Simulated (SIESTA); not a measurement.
**TiCo in SIESTA: convergence with basis size**

Crystal: TiCo.

```
Co Ti
1.0
     2.98611    0.00000    0.00000
     0.00000    2.98611    0.00000
     0.00000    0.00000    2.98611
Co Ti
1 1
Cartesian
  1.5095 1.4998 1.4829
  0.0143 -0.0255 -0.0108
```

The cell comes from a database or a generator and needn't be the stable form of this composition.

The cell isn't the ideal one: atoms moved at random, drawn with an rms of 0.05 Å.

* Program: SIESTA 5.4.2
* Task: single point
* Functional: LDA
* Potentials or basis: PseudoDojo 0.4 standard (LDA files)
* Basis: SZ (energy shift 0.003 Ry)
* Grid cutoff: 800 Ry
* Energy shift: 0.003 Ry
* k mesh: 5 × 5 × 5
* Occupations: fermi-dirac, width 0.05 eV
* Spin: collinear spin, ferromagnetic start
* Starting moments: [2.0, 1.0] μB

These are the settings of the first run; the series varies basis size, with any setting tied to it.

Hardware: 1 thread of Arm Neoverse V1 (shared host).

Question: The values tried are SZ, SZP, DZ, DZP, DZDP, TZP, TZDP, TZTP, loosest first. From which on does the largest site moment stay within 0.02 μB of the tightest run that finished?

Answer: From TZDP on.

```
basis size  energy less the tightest run, at zero smearing (meV/atom)  pressure (GPa)  largest force (eV/Å)  largest site moment (μB)  SCF cycles  CPU time (s)  peak memory (GiB)
        SZ                                                    3762.79          -16.85                 0.077                      0.00          88           120               0.23
       SZP                                                     486.78           -7.33                 0.141                      0.97          17           100                0.3
        DZ                                                     317.61          -19.39                 0.117                      0.52          21            64               0.26
       DZP                                                      76.88          -14.53                 0.119                      0.81          20           160               0.34
      DZDP                                                      36.43          -14.06                 0.120                      0.83          20           230               0.38
       TZP                                                      37.81          -14.33                 0.123                      0.82          21           230               0.38
      TZDP                                                       9.63          -14.08                 0.122                      0.83          23           350               0.43
      TZTP                                                       0.00          -13.90                 0.124                      0.84          21           470               0.48
```

Against the tightest run, the largest force stays within 0.005 eV/Å from DZDP on. Not settled before the last step: the energy (to 1 meV/atom), the pressure (to 0.1 GPa). The tightest run that finished is the yardstick and may itself not be fully converged.

Caveat, for the tightest run too: the k mesh is coarse (spacing up to 0.42 Å⁻¹), so the values aren't converged; short orbitals over semicore shells can move pressures by several GPa; the basis of atomic orbitals isn't converged, which shifts pressures, moduli and gaps.
